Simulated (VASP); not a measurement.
A run of VASP 6.6.1 is set up as follows.

File INCAR:

```
SYSTEM = BaO
  ALGO = Normal
  EDIFF = 1E-7
  ENCUT = 520
  ISIF = 2
  ISMEAR = 0
  KPAR = 4
  LASPH = .TRUE.
  LCHARG = .FALSE.
  LMIXTAU = .TRUE.
  LREAL = .FALSE.
  LWAVE = .FALSE.
  METAGGA = R2SCAN
  NBANDS = 15
  NELM = 60
  PREC = Accurate
  SIGMA = 0.02
```

Contents of KPOINTS:

```
k-points
0
G
  8 8 8
  0 0 0
```

Contents of POSCAR:

```
BaO                                     
1.0
    0.0000000000      2.8066082545      2.8066082545
    2.8066082545     -0.0000000000      2.8066082545
    2.8066082545      2.8066082545     -0.0000000000
  Ba              O             
     1     1
Direct
     0.0000000000000000    0.0000000000000000    0.0000000000000000
     0.5000000000000000    0.5000000000000000    0.5000000000000000
```

KPOINTS_OPT

```
path GXWKGLUWLK,UX
15
line-mode
reciprocal
 0.0000000000  0.0000000000  0.0000000000  G
 0.5000000000  0.0000000000  0.5000000000  X

 0.5000000000  0.0000000000  0.5000000000  X
 0.5000000000  0.2500000000  0.7500000000  W

 0.5000000000  0.2500000000  0.7500000000  W
 0.3750000000  0.3750000000  0.7500000000  K

 0.3750000000  0.3750000000  0.7500000000  K
 0.0000000000  0.0000000000  0.0000000000  G

 0.0000000000  0.0000000000  0.0000000000  G
 0.5000000000  0.5000000000  0.5000000000  L

 0.5000000000  0.5000000000  0.5000000000  L
 0.6250000000  0.2500000000  0.6250000000  U

 0.6250000000  0.2500000000  0.6250000000  U
 0.5000000000  0.2500000000  0.7500000000  W

 0.5000000000  0.2500000000  0.7500000000  W
 0.5000000000  0.5000000000  0.5000000000  L

 0.5000000000  0.5000000000  0.5000000000  L
 0.3750000000  0.3750000000  0.7500000000  K

 0.6250000000  0.2500000000  0.6250000000  U
 0.5000000000  0.0000000000  0.5000000000  X
```

Potentials or basis: VASP PAW PBE potentials, release 64 (Ba_sv, O).

Run with:

```bash
$ cat potpaw_PBE.64/Ba_sv/POTCAR potpaw_PBE.64/O/POTCAR > POTCAR
$ mpirun -np 4 vasp_std > vasp.out
```

(1) Predict the pressure.

(2) Estimate the band gap on the k mesh.

(3) What does it give for the band gap along the path?

Results:

(1) -1.2 GPa.

(2) 2.44 eV, direct.

(3) 2.44 eV, direct.

Caveat: the PAW data sets were made with another functional, which shifts forces and pressure a little; spin-orbit coupling is left out, which moves the levels of the heavy elements.
